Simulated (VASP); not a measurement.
# TiB2 (P6/mmm) in VASP: a series of runs, part 2 of 2

VASP 6.6.1. Earlier steps stand in the parts before.

## Step 3: Electric field gradients, PBE

File INCAR:

```
PREC = Accurate ; ENCUT = 520
EDIFF = 1E-8 ; ISMEAR = -1
SIGMA = 0.08 ; LREAL = F
LASPH = T ; NELM = 60
ALGO = Normal ; ISIF = 2
LWAVE = F ; LCHARG = F
GGA = PE ; LEFG = T
NBANDS = 16
```

File KPOINTS:

```
Automatic mesh
0
Gamma
  15 15 13
```

File POSCAR:

```
TiB2
1.0
    3.0291982016      0.0000000000      0.0000000000
   -1.5145991008      2.6233625957      0.0000000000
    0.0000000000      0.0000000000      3.2284000000
Ti B
1 2
Direct
    0.0000000000      0.0000000000      0.0000000000
    0.3333333333      0.6666666667      0.5000000000
    0.6666666667      0.3333333333      0.5000000000
```

Potentials or basis: VASP PAW PBE potentials, release 64 (Ti_sv, B).

Launch:

```console
cat potpaw_PBE.64/Ti_sv/POTCAR potpaw_PBE.64/B/POTCAR > POTCAR
mpirun -np 1 vasp_std > vasp.out
```

OUTCAR:

```text
PREC = Accurate
   ENCUT = 520
   EDIFF = 1E-8
   ISMEAR = -1
   LREAL = F
   LASPH = T
   NELM = 60
   ISIF = 2
   GGA = PE

 ion  position               nearest neighbor table
   1  0.000  0.000  0.000-   2 2.38   3 2.38   2 2.38   3 2.38   3 2.38   3 2.38   2 2.38   2 2.38
                             3 2.38   3 2.38   2 2.38   2 2.38
   2  0.333  0.667  0.500-   3 1.75   3 1.75   3 1.75   1 2.38   1 2.38   1 2.38   1 2.38   1 2.38
                             1 2.38
   3  0.667  0.333  0.500-   2 1.75   2 1.75   2 1.75   1 2.38   1 2.38   1 2.38   1 2.38   1 2.38
                             1 2.38

  LATTYP: Found a hexagonal cell.
 ALAT       =     3.0291982016
 C/A-ratio  =     1.0657605693

  Lattice vectors:

 A1 = (   3.0291982016,   0.0000000000,   0.0000000000)
 A2 = (  -1.5145991008,   2.6233625957,   0.0000000000)
 A3 = (   0.0000000000,   0.0000000000,   3.2284000000)

Analysis of symmetry for initial positions (statically):
=====================================================================
 Subroutine PRICEL returns:
 Original cell was already a primitive cell.

 Routine SETGRP: Setting up the symmetry group for a
 hexagonal supercell.

 Subroutine GETGRP returns: Found 24 space group operations
 (whereof 24 operations were pure point group operations)
 out of a pool of 24 trial point group operations.

The static configuration has the point symmetry D_6h.

Analysis of symmetry for dynamics (positions and initial velocities):
=====================================================================
 Subroutine PRICEL returns:
 Original cell was already a primitive cell.

 Routine SETGRP: Setting up the symmetry group for a
 hexagonal supercell.

 Subroutine GETGRP returns: Found 24 space group operations
 (whereof 24 operations were pure point group operations)
 out of a pool of 24 trial point group operations.

The dynamic configuration has the point symmetry D_6h.

 Subroutine INISYM returns: Found 24 space group operations
 (whereof 24 operations are pure point group operations),
 and found     1 'primitive' translations

----------------------------------------------------------------------------------------

                                     Primitive cell

  volume of cell :      25.6551

  direct lattice vectors                    reciprocal lattice vectors
     3.029198202  0.000000000  0.000000000     0.330120360  0.190595079  0.000000000
    -1.514599101  2.623362596  0.000000000     0.000000000  0.381190157  0.000000000
     0.000000000  0.000000000  3.228400000     0.000000000  0.000000000  0.309750960

  length of vectors
     3.029198202  3.029198202  3.228400000     0.381190157  0.381190157  0.309750960

  position of ions in fractional coordinates (direct lattice)
     0.000000000  0.000000000  0.000000000
     0.333333333  0.666666667  0.500000000
     0.666666667  0.333333333  0.500000000

  ion indices of the primitive-cell ions
   primitive index   ion index
                 1           1
                 2           2
[... 85 lines left out ...]
   NUPDOWN=      -1.0000    fix difference up-down
   EMIN   =  10.00;   EMAX   =-10.00  energy-range for DOS
   EFERMI =   0.00;   METHOD = LEGACY
   ISMEAR =    -1;   SIGMA  =   0.08  broadening in eV -4-tet -1-fermi 0-gaus
   EFERMI_NEDOS =   21; number of points for ismear=-14 and -15
   IALGO  =     38    algorithm
   IMIX   =      4    mixing-type and parameters
     AMIX     =   0.40;   BMIX     =  1.00
     AMIX_MAG =   1.60;   BMIX_MAG =  1.00
  volume/ion in A,a.u.               =       8.55        57.71
  Fermi-wavevector in a.u.,A,eV,Ry     =   1.454704  2.748991 28.792144  2.116163
  Thomas-Fermi vector in A             =   2.571824
   LORBIT       =      0    0 simple, 1 ext, 2 COOP (PROOUT), +10 PAW based schemes
   GGA     = PE    functional components
   LHFCALC =     F    Hartree Fock is set to
   AEXX    =    0.0000 exact exchange contribution
   IVDW    =     0    specifies the selected vdW correction
   LEPSILON=     F    determine dielectric tensor
   LRPA    =     F    only Hartree local field effects (RPA)
 non-spin polarized calculation
  energy-cutoff  :      520.00
  volume of cell :       25.66
 maximum number of plane-waves:       721
 NGX is ok and might be reduce to    24
   NGX = 11   NGY = 11   NGZ = 13

 number of electron      18.0000002 magnetization

 Free energy of the ion-electron system (eV)
  ---------------------------------------------------
  ext. energy  EPLUGINS =         0.00000000
  ---------------------------------------------------
  free energy    TOTEN  =       -24.43297203 eV

  energy without entropy =      -24.42484708  energy(sigma->0) =      -24.42890955

 E-fermi :  10.0174     XC(G=0): -12.7687

 val. band max:       10.0141474792   @ k =   0.2000   0.2000   0.0769
 cond. band min:      10.0624132979   @ k =   0.0667   0.0000   0.3846
 fundamental gap:      0.0482658187
 Fermi energy:        10.0174419599

 k-point     1 :       0.0000    0.0000    0.0000
  band No.  band energies     occupation
      1     -46.9573      2.00000
      2     -23.3103      2.00000
      3     -22.9937      2.00000
      4     -22.9937      2.00000
      5      -3.5091      2.00000
      6       7.3981      2.00000
[... 433 lines left out ...]
      3     -23.2358      2.00000
      4     -23.1758      2.00000
      5       1.0868      2.00000
      6       1.2013      2.00000
[... 8 lines left out ...]
     15      18.7788      0.00000
     16      19.9227      0.00000

 [... further k-points ...]

------------------------ aborting loop because EDIFF is reached ----------------------------------------

  FORCE on cell =-STRESS in cart. coord.  units (eV):
  Direction    XX          YY          ZZ          XY          YZ          ZX
  --------------------------------------------------------------------------------------
  -------------------------------------------------------------------------------------
  Total        0.1216007      0.1216007     -0.0401037      0.0000000      0.0000000      0.0000000
  in kB        7.5940476      7.5940476     -2.5045058      0.0000000      0.0000000      0.0000000
  external PRESSURE =       4.2278632 kB  Pullay stress =       0.0000000 kB

 VOLUME and BASIS-vectors are now :
 -----------------------------------------------------------------------------
  energy-cutoff  :      520.00
  volume of cell :       25.66
      direct lattice vectors                 reciprocal lattice vectors
     3.029198202  0.000000000  0.000000000     0.330120360  0.190595079  0.000000000
    -1.514599101  2.623362596  0.000000000     0.000000000  0.381190157  0.000000000
     0.000000000  0.000000000  3.228400000     0.000000000  0.000000000  0.309750960

 POSITION                                       TOTAL-FORCE (eV/Angst)
 -----------------------------------------------------------------------------------
      0.00000      0.00000      0.00000         0.000000      0.000000     -0.000000
     -0.00000      1.74891      1.61420        -0.000000      0.000000      0.000000
      1.51460      0.87445      1.61420         0.000000      0.000000     -0.000000
 -----------------------------------------------------------------------------------
    total drift:                               -0.000000      0.000000      0.000000

  FREE ENERGIE OF THE ION-ELECTRON SYSTEM (eV)
  ---------------------------------------------------
  free  energy   TOTEN  =       -24.4329720253 eV

  energy  without entropy=      -24.4248470802  energy(sigma->0) =      -24.42890955

 Electric field gradients (V/A^2)
---------------------------------------------------------------------
 ion       V_xx      V_yy      V_zz      V_xy      V_xz      V_yz
---------------------------------------------------------------------
   1      -8.983    -8.984    17.967    -0.001     0.000     0.000
   2      -2.320    -2.320     4.639     0.000     0.000    -0.000
   3      -2.320    -2.320     4.639     0.000     0.000     0.000
---------------------------------------------------------------------

 Electric field gradients after diagonalization (V/A^2)
 (convention: |V_zz| > |V_xx| > |V_yy|)
----------------------------------------------------------------------
 ion       V_xx      V_yy      V_zz     asymmetry (V_yy - V_xx)/ V_zz
----------------------------------------------------------------------
   1      -8.985    -8.982    17.967       0.000
   2      -2.320    -2.320     4.639       0.000
   3      -2.320    -2.320     4.639       0.000
----------------------------------------------------------------------

           NMR quadrupolar parameters

 Cq : quadrupolar parameter    Cq=e*Q*V_zz/h
 eta: asymmetry parameters     (V_yy - V_xx)/ V_zz
 Q  : nuclear electric quadrupole moment in mb (millibarn)
----------------------------------------------------------------------
 ion       Cq(MHz)       eta       Q (mb)
----------------------------------------------------------------------
   1       0.043       0.000       1.000
   2       0.011       0.000       1.000
   3       0.011       0.000       1.000
----------------------------------------------------------------------
```

OSZICAR:

```text
N       E                     dE             d eps       ncg     rms          rms(c)
DAV:   1     0.123716878690E+03    0.12372E+03   -0.90491E+03  6048   0.128E+03
DAV:   2    -0.222672362926E+02   -0.14598E+03   -0.14059E+03  6440   0.344E+02
DAV:   3    -0.294221440727E+02   -0.71549E+01   -0.70850E+01  8984   0.742E+01
DAV:   4    -0.295958018986E+02   -0.17366E+00   -0.17357E+00  7120   0.102E+01
DAV:   5    -0.296006089236E+02   -0.48070E-02   -0.48064E-02  8896   0.144E+00    0.167E+01
DAV:   6    -0.244477956020E+02    0.51528E+01   -0.20790E+01  8808   0.484E+01    0.381E+00
DAV:   7    -0.244324567442E+02    0.15339E-01   -0.10595E+00  6528   0.117E+01    0.334E+00
DAV:   8    -0.244349415676E+02   -0.24848E-02   -0.82484E-02  9944   0.242E+00    0.789E-01
DAV:   9    -0.244334990754E+02    0.14425E-02   -0.35996E-02  7584   0.240E+00    0.270E-01
DAV:  10    -0.244329572835E+02    0.54179E-03   -0.27462E-03  7896   0.631E-01    0.621E-02
DAV:  11    -0.244329872503E+02   -0.29967E-04   -0.49398E-04  8544   0.247E-01    0.563E-02
DAV:  12    -0.244329726084E+02    0.14642E-04   -0.95870E-05  7024   0.125E-01    0.905E-03
DAV:  13    -0.244329719927E+02    0.61574E-06   -0.42494E-06  7192   0.195E-02    0.376E-03
DAV:  14    -0.244329719858E+02    0.69251E-08   -0.48424E-07  7712   0.660E-03    0.726E-04
DAV:  15    -0.244329720103E+02   -0.24506E-07   -0.59265E-08  8264   0.184E-03    0.329E-04
DAV:  16    -0.244329720235E+02   -0.13249E-07   -0.39866E-09  3992   0.576E-04    0.192E-04
DAV:  17    -0.244329720253E+02   -0.17596E-08   -0.13176E-09  3240   0.322E-04
   1 F= -.24432972E+02 E0= -.24428910E+02  d E =-.812495E-02
```

stdout:

```text
POSCAR found type information on POSCAR TiB
 POSCAR found :  2 types and       3 ions
 scaLAPACK will be used
 LDA part: xc-table for (Slater+PW92), standard interpolation
 POSCAR, INCAR and KPOINTS ok, starting setup
 FFT: planning ... GRIDC
 FFT: planning ... GRID_SOFT
 FFT: planning ... GRID
 WAVECAR not read
 entering main loop
ion   1

ion   2

ion   3
```

Run time: 25 s. Hardware: 1 thread of Intel Xeon 6975P-C (Granite Rapids), shared host; peak memory 0.19 GiB.

What came out:

| Quantity | Value |
| --- | --- |
| Free energy | -24.4330 eV |
| Pressure | 0.4 GPa |
| Band gap on the k mesh | none (metal or under the smearing width) |

Electric field gradients, principal values (V/Å²):
| atom | Vxx | Vyy | Vzz |
| --- | --- | --- | --- |
| 1 Ti | -8.982 | -8.985 | 17.967 |
| 2 B | -2.320 | -2.320 | 4.639 |
| 3 B | -2.320 | -2.320 | 4.639 |
